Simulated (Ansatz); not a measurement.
# Mn (P6_3/mmc) in Ansatz: a series of runs

One crystal, Mn, is run at these levels: PBEsol; tasks: relaxation of cell and atoms.

Program: Ansatz 0.2.0. These are calculated values, not measurements. Logs are shortened: lines on timing, memory, paths and dates and some standing lists are left out, and cuts for length are marked.

## (1) The structure

Symmetry: P6_3/mmc, No. 194, hexagonal system. The conventional cell has a = 2.484 Å, b = 2.484 Å, c = 4.026 Å, α = 90.00°, β = 90.00°, γ = 120.00°. Around Mn (site symmetry -6m2) lie 12 Mn at 2.47 to 2.48 Å.

This isn't the form of Mn at room conditions, which is a 58-atom cubic cell.

## (2) Relaxation of cell and atoms, PBEsol, collinear spin, ferromagnetic start

File input.yaml:

```yaml
crystal:
  lattice:
    - [2.4836457705, 0.0, 0.0]
    - [-1.2418228853, 2.1509003313, 0.0]
    - [0.0, 0.0, 4.026195]
  atoms:
    - { symbol: Mn, position: [0.3333333333, 0.6666666667, 0.25], spin: 4.0 }
    - { symbol: Mn, position: [0.6666666667, 0.3333333333, 0.75], spin: 4.0 }
kpoints:
  mp_grid: { grid: [12, 12, 7] }
scf:
  occupations: { method: fermi_dirac, width: 0.05 }
hamiltonian:
  xc: pbesol
  pseudopotentials: { kind: all_electron, lapw: { basis_error: 0.001 } }
magnetization:
  spin_polarized: true
output:
  forces: true
  stress: true
relax:
  f_tol: 0.005
  max_steps: 60
  cell: {}
```

Potentials or basis: all-electron LAPW, scalar-relativistic.

On the command line:

```sh
> ansatz run input.yaml --threads 2 --pin off --max-ram 6144MiB --backend cpu --events-out ev --progress --plain --runs-dir out
```

The log of the run:

```text
Warning: RAYON_NUM_THREADS=2 ignored (pool sized by the plan → 2); use --threads N
The last accepted step is kept in <dir> (removed where the run ends without a failure and the disk answers)
LAPW: plane waves up to 9.291 Å⁻¹, error target 1.0e-3 eV per atom; small_component_spin mean_spin; Mn in spheres of 1.199 Å, 15 of its electrons in bands, Dirac shells [] (how accurate: hamiltonian.pseudopotentials.lapw.basis_error, Limitations)
Engine: ansatz 0.2.0, aarch64-unknown-linux-gnu
Pseudopotentials: kind: all_electron
Pseudopotential: Mn, LAPW, valence charge 15, lapw/all_electron/scalar/gaussian/Mn, Koelling and Harmon's equation, gaussian nucleus
Functional definition: PBEsol
  exchange = pbesol_x
  correlation = pbesol_c
Crystal: 2 atoms, lattice volume = 21.508 Å³
Basis set: ecut = 328.87418696373453 eV, 287 PW (Γ), exchange–correlation at level 2
Bands: 23, of which v1, the nominal top of the filled ones, is band 15 counted from 1 (14 counted from 0)
Symmetry: 24 space group operations
Space group: P63/mmc (ITA 194), of the structure as read, at distance tolerance 2.8e-5 Å
Magnetic group: BNS 194.263 (UNI 1493), of the structure as read, at distance tolerance 2.8e-5 Å
k-points: 76 of 1008
Non-local potential: Mn, projectors of the file, none
Initial density: superposition of atomic densities (chi_scale 0.1, normalization cell)
Starting moments: Σ|m| = 8 μB on 2 of 2 sites
Initial wavefunctions: plane waves of lowest kinetic energy (no species holds an atomic orbital)
Functional: x = pbesol(κ = 0.804, μ = 0.12345679012345678), c = pbesol(β = 0.046)
iter 1 solved again at ethr=1.15e-4 eV; its pass at ethr=1.00e-1 eV (dr2=3.44e-2 eV) is discarded
SCF iter   1: F=—  HF=-62993.282115 eV  |F-HF|=—  |Δ(HF+E_count)|=         —  Δρ=4.56e-2 (↑4.56e-2 ↓4.34e-2)  dr2=3.48e-2  dr2_m=3.78e-1  M=6.227 μB ∫|m|=6.236 μB  β_m=0.30  ethr=1.15e-4  ⟨swp⟩=3.0  Hψ=26048  notcnv=0
Mixer restart at iter 1: flushing history
preconditioner: auto → none  [metal: Δε(μ)=0.007 eV  Ē_g=9.851 eV  σ=0.050 eV  W_gap=0.03  n_scr=2 (ndim 8)  ℏωp=30.0 eV  f_vac=0.000  D(μ)=3.32/eV (n_scr^D=42)  sad-step TF]
SCF iter   2: F=—  HF=-63000.268679 eV  |F-HF|=—  |Δ(HF+E_count)|=         —  Δρ=1.81e-1 (↑1.81e-1 ↓1.73e-1)  dr2=3.33e-2  dr2_m=6.17e0  M=0.816 μB ∫|m|=0.817 μB  β_m=1.00  ethr=1.15e-4  ⟨swp⟩=2.5  Hψ=10527  notcnv=0
Mixer restart at iter 2: flushing history
SCF iter   3: F=—  HF=-62996.477490 eV  |F-HF|=—  |Δ(HF+E_count)|=    3.79e0  Δρ=1.65e-2 (↑1.04e-2 ↓1.65e-2)  dr2=2.96e-2  dr2_m=2.32e-2  M=0.401 μB ∫|m|=0.402 μB  β_m=0.30  ethr=1.67e-4  ⟨swp⟩=3.0  Hψ=12239  notcnv=0
iter 4 solved again at ethr=1.46e-6 eV; its pass at ethr=9.86e-5 eV (dr2=4.37e-4 eV) is discarded
SCF iter   4: F=—  HF=-62996.140560 eV  |F-HF|=—  |Δ(HF+E_count)|=   3.37e-1  Δρ=1.17e-2 (↑1.16e-2 ↓1.17e-2)  dr2=4.36e-4  dr2_m=2.67e-2  M=0.251 μB ∫|m|=0.253 μB  β_m=0.37  ethr=1.46e-6  ⟨swp⟩=2.1  Hψ=17920  notcnv=0
SCF iter   5: F=—  HF=-62996.140863 eV  |F-HF|=—  |Δ(HF+E_count)|=   3.03e-4  Δρ=9.48e-3 (↑9.48e-3 ↓8.92e-3)  dr2=2.98e-4  dr2_m=1.66e-2  M=0.167 μB ∫|m|=0.169 μB  β_m=0.38  ethr=1.45e-6  ⟨swp⟩=3.0  Hψ=10469  notcnv=0
SCF iter   6: F=—  HF=-62996.144764 eV  |F-HF|=—  |Δ(HF+E_count)|=   3.90e-3  Δρ=4.45e-3 (↑4.38e-3 ↓4.45e-3)  dr2=3.94e-5  dr2_m=3.83e-3  M=0.078 μB ∫|m|=0.079 μB  β_m=0.63  ethr=9.93e-7  ⟨swp⟩=2.8  Hψ=10016  notcnv=0
SCF iter   7: F=—  HF=-62996.144795 eV  |F-HF|=—  |Δ(HF+E_count)|=   3.15e-5  Δρ=8.92e-5 (↑6.44e-5 ↓8.92e-5)  dr2=1.22e-6  dr2_m=5.92e-7  M=0.001 μB ∫|m|=0.002 μB  β_m=0.72  ethr=1.31e-7  ⟨swp⟩=3.0  Hψ=10538  notcnv=0
SCF iter   8: F=—  HF=-62996.144795 eV  |F-HF|=—  |Δ(HF+E_count)|=   7.66e-8  Δρ=3.54e-5 (↑3.12e-5 ↓3.54e-5)  dr2=6.73e-8  dr2_m=1.84e-7  M=-0.000 μB ∫|m|=0.001 μB  β_m=0.86  ethr=4.07e-9  ⟨swp⟩=2.6  Hψ=9951  notcnv=0
SCF iter   9: F=—  HF=-62996.144796 eV  |F-HF|=—  |Δ(HF+E_count)|=   8.66e-7  Δρ=3.91e-6 (↑3.91e-6 ↓2.33e-6)  dr2=1.36e-9  dr2_m=1.63e-9  M=0.000 μB ∫|m|=0.000 μB  β_m=0.81  ethr=2.24e-10  ⟨swp⟩=3.0  Hψ=10406  notcnv=0
SCF iter  10: F=—  HF=-62996.144796 eV  |F-HF|=—  |Δ(HF+E_count)|=   4.10e-9  Δρ=1.05e-6 (↑1.05e-6 ↓4.65e-7)  dr2=6.30e-11  dr2_m=9.65e-11  M=-0.000 μB ∫|m|=0.000 μB  β_m=0.90  ethr=4.55e-12  ⟨swp⟩=3.0  Hψ=10233  notcnv=0
SCF iter  11: F=—  HF=-62996.144796 eV  |F-HF|=—  |Δ(HF+E_count)|=  3.20e-10  Δρ=2.23e-7 (↑2.23e-7 ↓2.19e-7)  dr2=1.27e-12  dr2_m=9.20e-12  M=-0.000 μB ∫|m|=0.000 μB  β_m=0.94  ethr=1.00e-12  ⟨swp⟩=2.4  Hψ=9478  notcnv=0
SCF iter  12: F=-62996.144796 eV  HF=-62996.144796 eV  |F-HF|=5.82e-11  |Δ(HF+E_count)|=  3.64e-11  Δρ=3.03e-8 (↑3.03e-8 ↓1.72e-8)  dr2=1.56e-13  dr2_m=4.25e-14  M=-0.000 μB ∫|m|=0.000 μB  ethr=1.00e-12  ⟨swp⟩=2.0  Hψ=9372  notcnv=0
[... 35 lines left out ...]
Crystal: 2 atoms, lattice volume = 20.649 Å³
Basis set: ecut = 337.9337077625098 eV, 287 PW (Γ), exchange–correlation at level 2
iter 1 solved again at ethr=3.23e-10 eV; its pass at ethr=1.00e-1 eV (dr2=9.68e-8 eV) is discarded
SCF iter   1: F=—  HF=-62996.177031 eV  |F-HF|=—  |Δ(HF+E_count)|=         —  Δρ=1.02e-5 (↑1.02e-5 ↓1.02e-5)  dr2=6.35e-8  dr2_m=1.09e-18  M=0.000 μB ∫|m|=0.000 μB  β_m=0.65  ethr=3.23e-10  ⟨swp⟩=5.1  Hψ=22017  notcnv=0
preconditioner: auto → none  [metal: Δε(μ)=0.002 eV  Ē_g=9.188 eV  σ=0.050 eV  W_gap=0.01  n_scr=2 (ndim 8)  ℏωp=30.6 eV  f_vac=0.000  D(μ)=2.43/eV (n_scr^D=34)]
iter 2 solved again at ethr=6.49e-12 eV; its pass at ethr=2.12e-10 eV (dr2=1.95e-9 eV) is discarded
SCF iter   2: F=—  HF=-62996.177031 eV  |F-HF|=—  |Δ(HF+E_count)|=   2.91e-9  Δρ=1.88e-6 (↑1.88e-6 ↓1.88e-6)  dr2=1.94e-9  dr2_m=7.28e-19  M=0.000 μB ∫|m|=0.000 μB  β_m=0.50  ethr=6.49e-12  ⟨swp⟩=2.0  Hψ=16008  notcnv=0
SCF iter   3: F=-62996.177031 eV  HF=-62996.177031 eV  |F-HF|=6.12e-9  |Δ(HF+E_count)|=  8.51e-10  Δρ=1.78e-6 (↑1.78e-6 ↓1.78e-6)  dr2=1.34e-9  dr2_m=1.32e-19  M=0.000 μB ∫|m|=0.000 μB  ethr=6.47e-12  ⟨swp⟩=2.2  Hψ=9422  notcnv=0
the starting moments were not kept: the SCF closed with an absolute magnetisation of 8.1e-10 μB, where they sum to 8 μB in size (2 sites). That is at most 0.1 of that sum. Measured as dr2_m measures the in/out step, that magnetisation stands 9.0e-20 eV from none, at or under the dr2_threshold of 1.0e-7 eV: it is no larger than a step whose dr2_m would equal this threshold.
SCF 4 converged in 3 iterations: F = -62996.177031 eV  dr2 = 1.34e-9
relax step   4: F+E_penalty+E_count = -62996.17703111 eV  Δ(F+E_penalty+E_count) = -1.798e-5 eV  max|allowed force component| = 2.776e-17 eV/Å  Δτ_max = 0.0000 Å  P = -0.005 GPa  Ω = 20.649 Å³  (3 SCF iters, accepted)
iter 1 solved again at ethr=1.76e-12 eV; its pass at ethr=1.00e-1 eV (dr2=5.29e-10 eV) is discarded
SCF iter   1: F=—  HF=-62996.177033 eV  |F-HF|=—  |Δ(HF+E_count)|=         —  Δρ=1.16e-6 (↑1.16e-6 ↓1.16e-6)  dr2=5.70e-10  dr2_m=1.29e-19  M=0.000 μB ∫|m|=0.000 μB  β_m=0.65  ethr=1.76e-12  ⟨swp⟩=3.8  Hψ=18779  notcnv=0  reapply=19
iter 2 solved again at ethr=1.00e-12 eV; its pass at ethr=1.76e-12 eV (dr2=3.91e-11 eV) is discarded
SCF iter   2: F=—  HF=-62996.177033 eV  |F-HF|=—  |Δ(HF+E_count)|=   5.23e-9  Δρ=3.08e-7 (↑3.08e-7 ↓3.08e-7)  dr2=3.91e-11  dr2_m=3.38e-20  M=0.000 μB ∫|m|=0.000 μB  β_m=0.52  ethr=1.00e-12  ⟨swp⟩=2.0  Hψ=16483  notcnv=0
SCF iter   3: F=-62996.177033 eV  HF=-62996.177033 eV  |F-HF|=3.42e-10  |Δ(HF+E_count)|=   1.11e-9  Δρ=4.63e-7 (↑4.63e-7 ↓4.63e-7)  dr2=8.24e-11  dr2_m=9.73e-21  M=0.000 μB ∫|m|=0.000 μB  ethr=1.00e-12  ⟨swp⟩=2.0  Hψ=9372  notcnv=0
the starting moments were not kept: the SCF closed with an absolute magnetisation of 1.8e-10 μB, where they sum to 8 μB in size (2 sites). That is at most 0.1 of that sum. Measured as dr2_m measures the in/out step, that magnetisation stands 4.3e-21 eV from none, at or under the dr2_threshold of 1.0e-7 eV: it is no larger than a step whose dr2_m would equal this threshold.
SCF 5 converged in 3 iterations: F = -62996.177033 eV  dr2 = 8.24e-11
relax step   5: F+E_penalty+E_count = -62996.17703265 eV  Δ(F+E_penalty+E_count) = -1.548e-6 eV  max|allowed force component| = 2.776e-17 eV/Å  Δτ_max = 0.0000 Å  P = -0.005 GPa  Ω = 20.649 Å³  stress off target by 1.97e-2 GPa  SCF on the basis re-selected at this cell (its energy is not comparable with the rows above)  (3 SCF iters)
basis re-selected at this cell: Δ(F+E_penalty+E_count) = -1.548e-6 eV, ΔP = -0.000 GPa vs the last step (what re-selecting the basis moved, after the strain that the cell walked since its last selection, with what the two solves' SCF thresholds leave and, on support functions, any second-order correction that the steps lacked; it is no measure of the basis error at this ecutwfc). This SCF's stress stands 1.97e-2 GPa from its target on what of the cell is left free (relax.cell.stress_tol is 5.00e-2 GPa) and its largest allowed force component is 2.78e-17 eV/Å (relax.f_tol is 5.00e-3 eV/Å): within both
SCF converged after 3 iterations
Magnetization: 0.0000 μB (15.0000 up, 15.0000 down)
Absolute magnetization: 0.0000 μB (∫|ρ↑−ρ↓|)
Spin contamination: 0.0000 ħ² per cell (⟨S²⟩ above its minimum at these occupations)
Per-site moments (μB) at R_I (Å): [(7.471356866517453e-11, 1.1825410540189212), (7.471356866517453e-11, 1.1825410540189212)]
Free energy (F): -62996.177033 eV
Harris-Foulkes:  -62996.177033 eV  (|F-HF|=3.42e-10)
Internal energy: -62996.156382 eV  (E = F + TS)
E sigma→0 (E₀):  -62996.166707 eV
Entropy (-TS):   -0.020651 eV (-10.325 meV/atom)
Fermi energy:    21.333991 eV
--- Per-component energies (eV) ---
  E_band       = -278.964617
  E_kinetic    = 63788.099181
  E_xc         = -2785.348608
  E_electrostatic = -123998.906955  (all electrons and nuclei)
  E_smearing   = -0.020651  (= −TS)
  E_closure    = 0.000000  (closes the sum)
  E_atoms      = -62975.922018  (free atoms, spherical and without spin; not in F)
  Σ components = -62996.177033   (vs F -62996.177033, Δ=0.00e0)
  Basis errors (estimates in eV, not in F): energy 2.1e-4 per atom: plane waves 2.1e-4 (1.1e-4 summed), levels above the bands 4.5e-112, relativity 1.3e-8, radial functions 4.6e-6, core shells 8.2e-8; eigenvalues (radial functions only) 4.5e-7; not estimated: angular momenta, meshes, grids; target (lapw.basis_error) 1.0e-3; muffin-tin radii Mn 1.183 Å
--- Forces (eV/Å), atoms counted from 1 ---
  atom   1  Mn     0.00000000    -0.00000000    -0.00000000
  atom   2  Mn    -0.00000000     0.00000000     0.00000000
  max |Σ_I F_I| component: 4.63e-18 eV/Å
--- Stress (GPa, compression-positive) ---
        0.002219       0.000000       0.000000
        0.000000       0.002219       0.000000
        0.000000       0.000000      -0.019662
  P = ⅓ Tr σ = -0.0051 GPa (-0.051 kbar)
--- Relaxed structure (4 steps of the walk, 4 accepted, 1 SCFs on fresh bases) ---
  F+E_penalty+E_count = -62996.17703265 eV   max|allowed force component| = 2.776e-17 eV/Å   (the final SCF, on the basis selected at the relaxed cell)
  cell:  # Å, volume = 20.6491 Å³
    - [2.451056145303407, 2.848876032246528e-11, -1.3258336733264945e-34]
    - [-1.2255280726763755, 2.1226768879204685, -2.0679506368110317e-34]
    - [-2.0331083108426094e-34, -6.041236123646611e-34, 3.9688529364306593]
  atoms:
    - { symbol: Mn, position: [0.3333333333333334, 0.6666666666666667, 0.25000000000000006] }
    - { symbol: Mn, position: [0.6666666666666669, 0.33333333333333337, 0.75] }
```

Wall time 56 s (2 threads of Arm Neoverse V2, shared host); peak memory 0.53 GiB.

What came out:

- Free energy: -62996.1770 eV
- Relaxed volume: 10.32 Å³/atom
- Relaxed cell: a = 2.451 Å, b = 2.451 Å, c = 3.969 Å, α = 90.00°, β = 90.00°, γ = 120.00°
- Space group after relaxing (to 0.05 Å): P6_3/mmc (No. 194)
- Energy gained by relaxing: 16.1 meV/atom
- Ionic steps: 5
- Pressure after relaxing: 0.0 GPa
- Net moment: 0.00 μB per cell
- Absolute moment: 0.00 μB per cell

Step by step:
| step | energy change (eV) | largest force (eV/Å) | volume (Å³) |
| --- | --- | --- | --- |
| 1 | 0.0000 | 0.0000 | 21.51 |
| 2 | -0.0289 | 0.0000 | 20.92 |
| 3 | -0.0322 | 0.0000 | 20.63 |
| 4 | -0.0322 | 0.0000 | 20.65 |
| 5 | -0.0322 | 0.0000 | 20.65 |

Final structure:
```
Mn
1.0
     2.45106    0.00000    0.00000
    -1.22553    2.12268    0.00000
     0.00000    0.00000    3.96885
Mn
2
Direct
  0.33333 0.66667 0.25000
  0.66667 0.33333 0.75000
```

Caveat: the starting moments collapsed, and a magnetic state may lie lower; the starting moments weren't kept.

## (3) Relaxation of cell and atoms, PBEsol, collinear spin, ferromagnetic start, target pressure 5 GPa, at which the enthalpy is minimised

input.yaml, as its differences from that of step 2:

```diff
@@ -23,2 +23,2 @@
   max_steps: 60
-  cell: {}
+  cell: { p_target: 5 }
```

Potentials or basis: all-electron LAPW, scalar-relativistic.

On the command line:

```sh
> ansatz run input.yaml --threads 2 --pin off --max-ram 6144MiB --backend cpu --events-out ev --progress --plain --runs-dir out
```

Run time: 56 s. Hardware: 2 threads of Arm Neoverse V2, shared host; peak memory 0.52 GiB.

Results (log left out):

| Item | Value |
| --- | --- |
| Free energy | -62996.1721 eV |
| Relaxed volume | 10.17 Å³/atom |
| Relaxed cell | a = 2.438 Å, b = 2.438 Å, c = 3.948 Å, α = 90.00°, β = 90.00°, γ = 120.00° |
| Space group after relaxing (to 0.05 Å) | P6_3/mmc (No. 194) |
| Energy change on relaxing (the enthalpy is what falls) | -13.7 meV/atom |
| Ionic steps | 5 |
| Pressure after relaxing | 5.0 GPa |
| Net moment | 0.00 μB per cell |
| Absolute moment | 0.00 μB per cell |

The path:
| step | energy change (eV) | largest force (eV/Å) | volume (Å³) |
| --- | --- | --- | --- |
| 1 | 0.0000 | 0.0000 | 21.51 |
| 2 | -0.0322 | 0.0000 | 20.67 |
| 3 | -0.0262 | 0.0000 | 20.30 |
| 4 | -0.0274 | 0.0000 | 20.33 |
| 5 | -0.0274 | 0.0000 | 20.33 |

Final structure:
```xyz
2
Lattice="2.4384 0.0000 0.0000 -1.2192 2.1117 0.0000 0.0000 0.0000 3.9484" Properties=species:S:1:pos:R:3 pbc="T T T"
Mn    0.0000    1.4078    0.9871
Mn    1.2192    0.7039    2.9613
```

Caveat: the starting moments collapsed, and a magnetic state may lie lower; the starting moments weren't kept.

## (4) Relaxation of cell and atoms, PBEsol, collinear spin, ferromagnetic start, target pressure 10 GPa, at which the enthalpy is minimised

input.yaml, as its differences from that of step 3:

```diff
@@ -23,2 +23,2 @@
   max_steps: 60
-  cell: { p_target: 5 }
+  cell: { p_target: 10 }
```

On the command line:

```sh
> ansatz run input.yaml --threads 2 --pin off --max-ram 6144MiB --backend cpu --events-out ev --progress --plain --runs-dir out
```

Run time: 60 s. Hardware: 2 threads of Arm Neoverse V2, shared host; peak memory 0.52 GiB.

The run converged. Its results:

- Free energy: -62996.1584 eV
- Relaxed volume: 10.02 Å³/atom
- Relaxed cell: a = 2.427 Å, b = 2.427 Å, c = 3.929 Å, α = 90.00°, β = 90.00°, γ = 120.00°
- Space group after relaxing (to 0.05 Å): P6_3/mmc (No. 194)
- Energy change on relaxing (the enthalpy is what falls): -6.8 meV/atom
- Ionic steps: 6
- Pressure after relaxing: 10.0 GPa
- Net moment: 0.00 μB per cell
- Absolute moment: 0.00 μB per cell

The path:
```tsv
step	energy change (eV)	largest force (eV/Å)	volume (Å³)
1	0.0000	0.0000	21.51
2	-0.0296	0.0000	20.42
3	-0.0106	0.0000	19.99
4	-0.0137	0.0000	20.04
5	-0.0136	0.0000	20.04
6	-0.0136	0.0000	20.04
```

Final structure:
```yaml
crystal:
  lattice:
    - [2.42661, 0.00000, 0.00000]
    - [-1.21331, 2.10151, 0.00000]
    - [0.00000, 0.00000, 3.92882]
  atoms:
    - { symbol: Mn, position: [0.33333, 0.66667, 0.25000] }
    - { symbol: Mn, position: [0.66667, 0.33333, 0.75000] }
```

Caveat: the starting moments collapsed, and a magnetic state may lie lower; the starting moments weren't kept.

## (5) Relaxation of cell and atoms, PBEsol, collinear spin, ferromagnetic start, target pressure 20 GPa, at which the enthalpy is minimised

input.yaml, as its differences from that of step 4:

```diff
@@ -23,2 +23,2 @@
   max_steps: 60
-  cell: { p_target: 10 }
+  cell: { p_target: 20 }
```

On the command line:

```sh
> ansatz run input.yaml --threads 2 --pin off --max-ram 6144MiB --backend cpu --events-out ev --progress --plain --runs-dir out
```

Wall time 60 s (2 threads of Arm Neoverse V2, shared host); peak memory 0.53 GiB.

Results (log left out):

```yaml
Free_energy: -62996.1092 eV
Relaxed_volume: 9.75 Å³/atom
Relaxed_cell: a = 2.405 Å, b = 2.405 Å, c = 3.894 Å, α = 90.00°, β = 90.00°, γ = 120.00°
Space_group_after_relaxing_to_0.05_Å: P6_3/mmc (No. 194)
Energy_change_on_relaxing_the_enthalpy_is_what_falls: +17.8 meV/atom
Ionic_steps: 6
Pressure_after_relaxing: 20.0 GPa
Net_moment: 0.00 μB per cell
Absolute_moment: 0.00 μB per cell
```

The path:
```
step  energy change (eV)  largest force (eV/Å)  volume (Å³)
   1              0.0000                0.0000        21.51
   2             -0.0057                0.0000        19.92
   3              0.0443                0.0000        19.44
   4              0.0353                0.0000        19.51
   5              0.0356                0.0000        19.51
   6              0.0356                0.0000        19.51
```

Final structure:
```
Mn
1.0
     2.40515    0.00000    0.00000
    -1.20257    2.08292    0.00000
     0.00000    0.00000    3.89362
Mn
2
Direct
  0.33333 0.66667 0.25000
  0.66667 0.33333 0.75000
```

Caveat: the starting moments collapsed, and a magnetic state may lie lower; the starting moments weren't kept.
